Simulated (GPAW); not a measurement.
# Mg (Fm-3m) in GPAW: reference runs

Aim: a first look at Mg with PBE, on the cell as given and on a disturbed one.

All numbers are computed with GPAW 26.7.0; they aren't measurements. Logs are shortened: lines on timing, memory, paths and dates and some standing lists are left out, and cuts for length are marked. The log counts tension as positive stress, the text compression.

## (1) The structure

Symmetry: Fm-3m, No. 225, cubic system. Conventional cell: a = 4.489 Å, b = 4.489 Å, c = 4.489 Å, α = 90.00°, β = 90.00°, γ = 90.00°. Mg (site symmetry m-3m) has 12 Mg at 3.17 Å as nearest neighbours.

This isn't the form of Mg at room conditions, which is hcp.

## (2) Single point, PBE

Input file run.py:

```python
from ase import Atoms
from ase.dft.bandgap import bandgap
from ase.io import write
from ase.units import GPa
from gpaw import GPAW, PW

atoms = Atoms(['Mg'],
              cell=[[0.0, 2.244256, 2.244256],
                    [2.244256, 0.0, 2.244256],
                    [2.244256, 2.244256, 0.0]],
              scaled_positions=[[0.0, 0.0, 0.0]],
              pbc=True)

calc = GPAW(mode=PW(800),
            xc='PBE',
            kpts={'size': (10, 10, 10), 'gamma': True},
            occupations={'name': 'fermi-dirac', 'width': 0.05},
            nbands=12,
            convergence={'density': 1e-05, 'energy': 1e-05},
            maxiter=150,
            txt='gpaw.txt')
atoms.calc = calc
energy = atoms.get_potential_energy()
forces = atoms.get_forces()
stress = atoms.get_stress()
calc.write('gs.gpw')
write('result.traj', atoms)
print(f'Energy: {energy:.6f} eV')
print('Forces (eV/A):')
print(forces.round(4))
print('Stress (GPa):', (stress / GPa).round(3))
print('Fermi level:', round(calc.get_fermi_level(), 4), 'eV')
print(f'Gap: {bandgap(calc)[0]:.4f} eV, direct: {bandgap(calc, direct=True)[0]:.4f} eV')
```

Potentials or basis: GPAW PAW data sets (gpaw-data 1.2.1), pw.

Run with:

```
> OMP_NUM_THREADS=1 python run.py
```

gpaw.txt:

```text
__  _  _
 | _ |_)|_||  |
 |__||  | ||/\| - 26.7.0

Input parameters:
  mode=PW(ecut=800.0),
  convergence={'density': 1e-05, 'energy': 1e-05},
  kpts=MonkhorstPack(size=(10, 10, 10), gamma=True),
  maxiter=150,
  nbands=12,
  occupations=Occupations(name='fermi-dirac', width=0.05),
  xc=XC(name='PBE')

Diagonalizing LCAO Hamiltonian
Converting LCAO to pw mode

       Mg

Atoms  # Å, Bohr magnetons
|   | symbol |        x |        y |        z |    initial magnetic moments |
|---|--------|----------|----------|----------|-----------------------------|
| 0 |     Mg | 0.000000 | 0.000000 | 0.000000 | ( 0.0000,  0.0000,  0.0000) |

Unit cell  # Å
| periodic |        x |        y |        z |  lengths |    angles |
|----------|----------|----------|----------|----------|-----------|
|      yes | 0.000000 | 2.244256 | 2.244256 | 3.173857 | 60.000000 |
|      yes | 2.244256 | 0.000000 | 2.244256 | 3.173857 | 60.000000 |
|      yes | 2.244256 | 2.244256 | 0.000000 | 3.173857 | 60.000000 |

Number of symmetries: 48
Symmetry operations  # r_c * U_cc + t_c -> r_c
|    | kind |            matrix            |
|----|------|------------------------------|
|  0 |  σ   |  1, 0, 0,  1, 0,-1,  1,-1, 0 |
|  1 |  C2  |  1, 0, 0,  1,-1, 0,  1, 0,-1 |
|  2 |  E   |  1, 0, 0,  0, 1, 0,  0, 0, 1 |
|  3 |  σ   |  1, 0, 0,  0, 0, 1,  0, 1, 0 |
|  4 |  C4  |  1, 0,-1,  1, 0, 0,  1,-1, 0 |
|  5 |  S6  |  1, 0,-1,  1,-1, 0,  1, 0, 0 |
|  6 |  σ   |  1, 0,-1,  0, 1,-1,  0, 0,-1 |
|  7 |  C3  |  1, 0,-1,  0, 0,-1,  0, 1,-1 |
|  8 |  S6  |  1,-1, 0,  1, 0, 0,  1, 0,-1 |
|  9 |  C4  |  1,-1, 0,  1, 0,-1,  1, 0, 0 |
| 10 |  C3  |  1,-1, 0,  0,-1, 1,  0,-1, 0 |
| 11 |  σ   |  1,-1, 0,  0,-1, 0,  0,-1, 1 |
| 12 |  σ   |  0, 1, 0,  1, 0, 0,  0, 0, 1 |
| 13 |  C4  |  0, 1, 0,  0, 1,-1, -1, 1, 0 |
| 14 |  C3  |  0, 1, 0,  0, 0, 1,  1, 0, 0 |
| 15 |  S6  |  0, 1, 0, -1, 1, 0,  0, 1,-1 |
| 16 |  C2  |  0, 1,-1,  1, 0,-1,  0, 0,-1 |
| 17 |  σ   |  0, 1,-1,  0, 1, 0, -1, 1, 0 |
| 18 |  S4  |  0, 1,-1,  0, 0,-1,  1, 0,-1 |
| 19 |  C4  |  0, 1,-1, -1, 1, 0,  0, 1, 0 |
| 20 |  C3  |  0, 0, 1,  1, 0, 0,  0, 1, 0 |
| 21 |  σ   |  0, 0, 1,  0, 1, 0,  1, 0, 0 |
| 22 |  S6  |  0, 0, 1,  0,-1, 1, -1, 0, 1 |
| 23 |  C4  |  0, 0, 1, -1, 0, 1,  0,-1, 1 |
| 24 |  S4  |  0, 0,-1,  1, 0,-1,  0, 1,-1 |
| 25 |  C3  |  0, 0,-1,  0, 1,-1,  1, 0,-1 |
| 26 |  C2  |  0, 0,-1,  0,-1, 0, -1, 0, 0 |
| 27 |  S6  |  0, 0,-1, -1, 0, 0,  0,-1, 0 |
| 28 |  S4  |  0,-1, 1,  1,-1, 0,  0,-1, 0 |
| 29 |  C4  |  0,-1, 1,  0, 0, 1, -1, 0, 1 |
| 30 |  C2  |  0,-1, 1,  0,-1, 0,  1,-1, 0 |
| 31 |  σ   |  0,-1, 1, -1, 0, 1,  0, 0, 1 |
| 32 |  C3  |  0,-1, 0,  1,-1, 0,  0,-1, 1 |
| 33 |  S6  |  0,-1, 0,  0, 0,-1, -1, 0, 0 |
| 34 |  S4  |  0,-1, 0,  0,-1, 1,  1,-1, 0 |
| 35 |  C2  |  0,-1, 0, -1, 0, 0,  0, 0,-1 |
| 36 |  C2  | -1, 1, 0,  0, 1, 0,  0, 1,-1 |
| 37 |  S6  | -1, 1, 0,  0, 1,-1,  0, 1, 0 |
| 38 |  S4  | -1, 1, 0, -1, 0, 1, -1, 0, 0 |
| 39 |  C3  | -1, 1, 0, -1, 0, 0, -1, 0, 1 |
| 40 |  S6  | -1, 0, 1,  0, 0, 1,  0,-1, 1 |
| 41 |  C2  | -1, 0, 1,  0,-1, 1,  0, 0, 1 |
| 42 |  C3  | -1, 0, 1, -1, 1, 0, -1, 0, 0 |
| 43 |  S4  | -1, 0, 1, -1, 0, 0, -1, 1, 0 |
| 44 |  C2  | -1, 0, 0,  0, 0,-1,  0,-1, 0 |
| 45 |  i   | -1, 0, 0,  0,-1, 0,  0, 0,-1 |
| 46 |  σ   | -1, 0, 0, -1, 1, 0, -1, 0, 1 |
| 47 |  C2  | -1, 0, 0, -1, 0, 1, -1, 1, 0 |

BZ-sampling:
  Number of BZ points: 1000
  Number of IBZ points: 47

  Monkhorst-Pack size: [10, 10, 10]
  Monkhorst-Pack shift: [0.05, 0.05, 0.05]

K-points  # in reciprocal-cell coordinates
|     |                                coordinates |     weight |
|-----|--------------------------------------------|------------|
|   0 | (  0.00000000,   0.00000000,   0.00000000) | 0.00100000 |
|   1 | (  0.10000000,   0.10000000,   0.00000000) | 0.00600000 |
|   2 | (  0.10000000,   0.10000000,   0.10000000) | 0.00800000 |
|   3 | (  0.20000000,   0.10000000,   0.10000000) | 0.01200000 |
|   4 | (  0.20000000,   0.20000000,   0.00000000) | 0.00600000 |
|   5 | (  0.20000000,   0.20000000,   0.10000000) | 0.02400000 |
|   6 | (  0.20000000,   0.20000000,   0.20000000) | 0.00800000 |
|   7 | (  0.30000000,   0.20000000,   0.10000000) | 0.02400000 |
|   8 | (  0.30000000,   0.20000000,   0.20000000) | 0.02400000 |
|   9 | (  0.30000000,   0.30000000,   0.00000000) | 0.00600000 |
| ... |                                            |            |
|  46 | (  0.50000000,   0.50000000,   0.50000000) | 0.00400000 |

Plane wave coefficients: 1211
Cutoff: 800.0 eV

Spin-components: 1 (collinear spins)
Bands:           12
Projectors:      5
Spin-degeneracy: 2
Datatype:        complex128

Density:
  Valence electrons: 10.0
  Components: 1
  Grid points: [21 21 21]
  Charge: 0.0  # |e|

Potential:
  Grid points: [21 21 21]

species:
  Mg:
    name:    Magnesium
    Z:       12.0
    valence: 10
    core:    2
    charge:  0.0  # [|e|]
    compensation charges:
      type: gauss
      rc: 0.33  # [Å]
      lmax: 2
    cutoffs:
      filter: 1.86  # [Å]
      core: 0.54  # [Å]
    projectors
    | kind |    occ | energy [eV] | rcut [Å] |
    |------|--------|-------------|----------|
    |   2s |  2.000 |     -79.840 |    1.090 |
    |   3s |  2.000 |      -4.705 |    1.090 |
    |   2p |  6.000 |     -46.613 |    1.085 |
    |   3p |  0.000 |      -1.330 |    1.085 |
    |    d |        |       0.000 |    1.037 |

    Using partial waves for Mg as LCAO basis

Reference energy: -5449.644889  # eV

eigensolver:
  PPCG
  Converge bands: occupied
  niter=2

density mixing:
  MSR1-Mixer
  Pratt-step length: 0.05
  Maximum mixing coefficient: 0.75
  Old densities: 10
  SVD Regularization: 0.005
  Good broyden scale: 1.0
  Trust region scale: 1.0
  Backstep threshold: 4.0
  History deletion threshold: 6.0
  Fourier metric: weight=20.0, sigma=0.015

occupation numbers:
  Fermi-Dirac:
    width: 0.0500  # eV

poisson solver:
  ecut: 6400.0  # eV

xc functional:
  name: PBE with 2 nearest neighbor stencil

convergence criteria:
- Maximum integral of absolute [dens]ity change: 1e-05 electrons / valence electron
- Maximum [total energy] change in last 3 cyles: 1e-05 eV / valence electron
- Maximum integral of absolute [eigenst]ate change: 4e-08 eV^2 / valence electron
maximum number of iterations: 150

SCF iterations
|iter     | |      energy | eigst |  dens |
|---------|-|-------------|-------|-------|
|iter:   1| |   -1.607331 | +0.02 |       |
|iter:   2| |   -1.607569 | -2.29 | -1.58 |
|iter:   3| |   -1.607915 | -2.60 | -1.60 |
|iter:   4| |   -1.609072 | -3.26 | -2.11 |
|iter:   5| |   -1.609094 | -5.08 | -3.10 |
|iter:   6| |   -1.609096c| -6.04 | -3.91 |
|iter:   7| |   -1.609096c| -6.96 | -4.36 |
|iter:   8| |   -1.609096c| -9.14c| -5.95c|

Converged in 8 steps
Energy contributions relative to reference atoms: (reference = -5449.644889)

Energy contributions:
  Kinetic:          -1.311217
  Coulomb:           2.559136
  Zero:             -0.023326
  External:          0.000000
  Xc:               -2.831696
  Entropy:          -0.003985
  Spinorbit:         0.000000
  ----------------------------
  Free energy:      -1.611089
  Extrapolated:     -1.609096

dipole moment: (-6.468048, -6.468048, -6.468048)  # |e|*Ang

Fermi level: 3.718
Eigenvalues  # (at kpt = [0.000, 0.000, 0.000])
| band index |      eig [eV] | occ [0-2] |
|------------|---------------|-----------|
|          0 |       -72.440 |     2.000 |
|          1 |       -39.201 |     2.000 |
|          2 |       -39.201 |     2.000 |
|          3 |       -39.201 |     2.000 |
|          4 |        -3.342 |     2.000 |
|          5 |        16.104 |     0.000 |
|          6 |        16.104 |     0.000 |
|          7 |        16.104 |     0.000 |
|          8 |        18.127 |     0.000 |
|          9 |        18.127 |     0.000 |
|         10 |        18.127 |     0.000 |
|         11 |        18.421 |     0.000 |

No gap
No difference between direct/indirect transitions

Forces  # eV/Ang
|       x |       y |        z |
|---------|---------|----------|
| 0.00000 | 0.00000 | -0.00000 |  # Mg   0

Stress tensor  # eV/Ang^3
|         x |         y |         z |
|-----------|-----------|-----------|
| -0.004527 |  0.000000 |  0.000000 |
|  0.000000 | -0.004527 | -0.000000 |
|  0.000000 | -0.000000 | -0.004527 |

# Writing to gs.gpw (mode='')
```

Wall time 13 s (1 thread of Arm Neoverse V1, shared host); peak memory 0.14 GiB.

What came out:

```
Free energy            : -1.6111 eV
Pressure               : 0.7 GPa
Band gap on the k mesh : none (metal or under the smearing width)
```

Levels at points of the mesh, in eV from the Fermi level:
```csv
k point,band 2,band 3,band 4,band 5,band 6,band 7,band 8
"(0.00, 0.00, 0.00)",-42.92,-42.92,-42.92,-7.06,12.39,12.39,12.39
"(0.50, 0.50, 0.00)",-42.95,-42.93,-42.93,-0.30,0.74,6.05,6.95
"(0.50, 0.50, 0.50)",-42.95,-42.92,-42.92,-1.80,-1.36,11.28,11.28
```

## (3) Single point, PBE (cell strained at random at fixed volume)

run.py, as its differences from that of step 2:

```diff
@@ -1,4 +1,3 @@
-from ase import Atoms
 from ase.dft.bandgap import bandgap
-from ase.io import write
+from ase.io import read, write
 from ase.units import GPa
@@ -6,8 +5,3 @@
 
-atoms = Atoms(['Mg'],
-              cell=[[0.0, 2.244256, 2.244256],
-                    [2.244256, 0.0, 2.244256],
-                    [2.244256, 2.244256, 0.0]],
-              scaled_positions=[[0.0, 0.0, 0.0]],
-              pbc=True)
+atoms = read('Mg.xyz')
```

Input file Mg.xyz:

```xyz
1
Lattice="0.0207430000 2.2136530000 2.2741310000 2.2675650000 0.0412810000 2.2535940000 2.3014000000 2.2269500000 0.0074460000" Properties=species:S:1:pos:R:3 pbc="T T T"
Mg    -0.0077840206     -0.0192516824      0.0200547944
```

Potentials or basis: GPAW PAW data sets (gpaw-data 1.2.1), pw.

Run with:

```
> OMP_NUM_THREADS=1 python run.py
```

gpaw.txt:

```text
__  _  _
 | _ |_)|_||  |
 |__||  | ||/\| - 26.7.0

Input parameters:
  mode=PW(ecut=800.0),
  convergence={'density': 1e-05, 'energy': 1e-05},
  kpts=MonkhorstPack(size=(10, 10, 10), gamma=True),
  maxiter=150,
  nbands=12,
  occupations=Occupations(name='fermi-dirac', width=0.05),
  xc=XC(name='PBE')

Diagonalizing LCAO Hamiltonian
Converting LCAO to pw mode

       Mg

Atoms  # Å, Bohr magnetons
|   | symbol |         x |         y |        z |    initial magnetic moments |
|---|--------|-----------|-----------|----------|-----------------------------|
| 0 |     Mg | -0.007784 | -0.019252 | 0.020055 | ( 0.0000,  0.0000,  0.0000) |

Unit cell  # Å
| periodic |        x |        y |        z |  lengths |    angles |
|----------|----------|----------|----------|----------|-----------|
|      yes | 0.020743 | 2.213653 | 2.274131 | 3.173698 | 58.648089 |
|      yes | 2.267565 | 0.041281 | 2.253594 | 3.197224 | 60.567755 |
|      yes | 2.301400 | 2.226950 | 0.007446 | 3.202468 | 58.754089 |

Number of symmetries: 1
Symmetry operations  # r_c * U_cc + t_c -> r_c
|   | kind |            matrix            |
|---|------|------------------------------|
| 0 |  E   |  1, 0, 0,  0, 1, 0,  0, 0, 1 |

BZ-sampling:
  Number of BZ points: 1000
  Number of IBZ points: 504

  Monkhorst-Pack size: [10, 10, 10]
  Monkhorst-Pack shift: [0.05, 0.05, 0.05]

K-points  # in reciprocal-cell coordinates
|     |                                coordinates |     weight |
|-----|--------------------------------------------|------------|
|   0 | (  0.00000000,   0.00000000,   0.00000000) | 0.00100000 |
|   1 | (  0.00000000,   0.00000000,   0.10000000) | 0.00200000 |
|   2 | (  0.00000000,   0.00000000,   0.20000000) | 0.00200000 |
[... 69 lines left out ...]
  History deletion threshold: 6.0
  Fourier metric: weight=20.0, sigma=0.015

occupation numbers:
  Fermi-Dirac:
    width: 0.0500  # eV

poisson solver:
  ecut: 6400.0  # eV

xc functional:
[... 9 lines left out ...]
|iter     | |      energy | eigst |  dens |
|---------|-|-------------|-------|-------|
|iter:   1| |   -1.606277 | +0.04 |       |
|iter:   2| |   -1.606516 | -2.29 | -1.58 |
|iter:   3| |   -1.606797 | -2.60 | -1.60 |
|iter:   4| |   -1.607950 | -3.25 | -2.11 |
|iter:   5| |   -1.607974 | -5.08 | -3.09 |
|iter:   6| |   -1.607976c| -6.04 | -3.92 |
|iter:   7| |   -1.607976c| -6.88 | -4.37 |
|iter:   8| |   -1.607976c| -9.11c| -5.92c|

Converged in 8 steps
Energy contributions relative to reference atoms: (reference = -5449.644889)

Energy contributions:
  Kinetic:          -1.303492
  Coulomb:           2.553031
  Zero:             -0.023326
  External:          0.000000
  Xc:               -2.832463
  Entropy:          -0.003454
  Spinorbit:         0.000000
  ----------------------------
  Free energy:      -1.609703
  Extrapolated:     -1.607976

dipole moment: (-0.013360, -0.117187, -6.435258)  # |e|*Ang

Fermi level: 3.693
Eigenvalues  # (at kpt = [0.000, 0.000, 0.000])
| band index |      eig [eV] | occ [0-2] |
|------------|---------------|-----------|
|          0 |       -72.441 |     2.000 |
|          1 |       -39.205 |     2.000 |
|          2 |       -39.202 |     2.000 |
|          3 |       -39.200 |     2.000 |
|          4 |        -3.342 |     2.000 |
|          5 |        15.786 |     0.000 |
|          6 |        15.995 |     0.000 |
|          7 |        16.556 |     0.000 |
|          8 |        17.700 |     0.000 |
|          9 |        17.957 |     0.000 |
|         10 |        18.315 |     0.000 |
|         11 |        18.887 |     0.000 |

No gap
No difference between direct/indirect transitions

Forces  # eV/Ang
|        x |       y |       z |
|----------|---------|---------|
| -0.00000 | 0.00000 | 0.00000 |  # Mg   0

Stress tensor  # eV/Ang^3
|         x |         y |         z |
|-----------|-----------|-----------|
| -0.003886 |  0.004452 | -0.000727 |
|  0.004452 | -0.005862 |  0.002618 |
| -0.000727 |  0.002618 | -0.004185 |

# Writing to gs.gpw (mode='')
```

Wall time 2 min (1 thread of Arm Neoverse V1, shared host); peak memory 0.33 GiB.

Results:

- Free energy: -1.6097 eV
- Pressure: 0.7 GPa
- Band gap on the k mesh: none (metal or under the smearing width)
